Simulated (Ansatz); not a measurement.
# HfSn3S8: from a guess to a relaxed structure

The task: take a trial cell of HfSn3S8 to zero force and stress.

Program: Ansatz 0.2.0. Level of theory: DFT PBE, scalar-relativistic, plane waves, PAW. These are calculated values, not measurements.

**1. The system as given**

Symmetry: R-3m, No. 166, trigonal system. The conventional cell has a = 7.453 Å, b = 7.453 Å, c = 18.256 Å, α = 90.00°, β = 90.00°, γ = 120.00°. Hf (site symmetry -3m) is surrounded by 6 S at 2.60 Å. Sn (site symmetry 2/m) has 6 S at 2.60 Å as nearest neighbours. Around S (site symmetry m) lie 2 Sn at 2.60 Å and 1 Hf at 2.60 Å. S (site symmetry 3m) is surrounded by 3 Sn at 2.60 Å.

Structure file:

```
CELL_PARAMETERS angstrom
3.72643 2.15145 6.08523
-3.72643 2.15145 6.08523
0.00000 -4.30291 6.08523
ATOMIC_POSITIONS crystal
Hf 0.00000 0.00000 0.00000
Sn 0.00000 0.50000 0.00000
Sn 0.50000 0.00000 0.00000
Sn 0.00000 0.00000 0.50000
S 0.75299 0.24104 0.75299
S 0.24104 0.75299 0.75299
S 0.75299 0.75299 0.75299
S 0.75299 0.75299 0.24104
S 0.24701 0.75896 0.24701
S 0.75896 0.24701 0.24701
S 0.24701 0.24701 0.24701
S 0.24701 0.24701 0.75896
```

The start is an ordering of an alloy on its end members' structure types: elements ordered on the sites of the SnS2 type, Sn/Hf on Sn (R-3m, No. 166).

**2. Probe: one point on a coarse mesh**

File input.yaml:

```yaml
crystal:
  lattice:
    - [3.72642706, 2.15145366, 6.0852299]
    - [-3.72642706, 2.15145366, 6.0852299]
    - [0.0, -4.30290733, 6.0852299]
  atoms:
    - { symbol: Hf, position: [0.0, 0.0, 0.0] }
    - { symbol: Sn, position: [0.0, 0.5, 0.0] }
    - { symbol: Sn, position: [0.5, 0.0, 0.0] }
    - { symbol: Sn, position: [0.0, 0.0, 0.5] }
    - { symbol: S, position: [0.75298777, 0.24103668, 0.75298777] }
    - { symbol: S, position: [0.24103668, 0.75298777, 0.75298777] }
    - { symbol: S, position: [0.75298777, 0.75298777, 0.75298777] }
    - { symbol: S, position: [0.75298777, 0.75298777, 0.24103668] }
    - { symbol: S, position: [0.24701223, 0.75896332, 0.24701223] }
    - { symbol: S, position: [0.75896332, 0.24701223, 0.24701223] }
    - { symbol: S, position: [0.24701223, 0.24701223, 0.24701223] }
    - { symbol: S, position: [0.24701223, 0.24701223, 0.75896332] }
basis:
  ecutwfc: 420
kpoints:
  mp_grid: { grid: [4, 4, 4] }
hamiltonian:
  xc: pbe
scf:
  occupations: { method: gaussian, width: 0.1 }
  lower_state_search: "off"
output:
  forces: true
  stress: true
  eigenvalues: true
```

Started as:

```console
$ ansatz run input.yaml --threads 1 --pin off --max-ram 2560MiB --backend cpu --events-out ev --progress --plain --runs-dir out
```

Further runs follow: full relaxation.

Before running it: what results should come out? Wanted: conventional cell; volume; energy over the elements, grey Sn; gap on the mesh.

As calculated:

```
                              quantity                                                                        value
symmetry at the end (tolerance 0.02 Å)                                                   space group R-3m (No. 166)
                     conventional cell  a = 7.470 Å, b = 7.470 Å, c = 18.144 Å, α = 90.00°, β = 90.00°, γ = 120.00°
                                volume                                                                24.36 Å³/atom
     energy over the elements, grey Sn                                                                -0.63 eV/atom
                       gap on the mesh                                                                      0.72 eV
```

**Reading.** The space group R-3m (No. 166) is kept, at nearly the size of the first guess. It lies below the elements, which doesn't yet make it stable: competing phases were not computed in this session. No finished test with a distortion of lower symmetry is shown, so the end may be a saddle point. Spin-orbit coupling is left out, which matters for the bands of Hf.
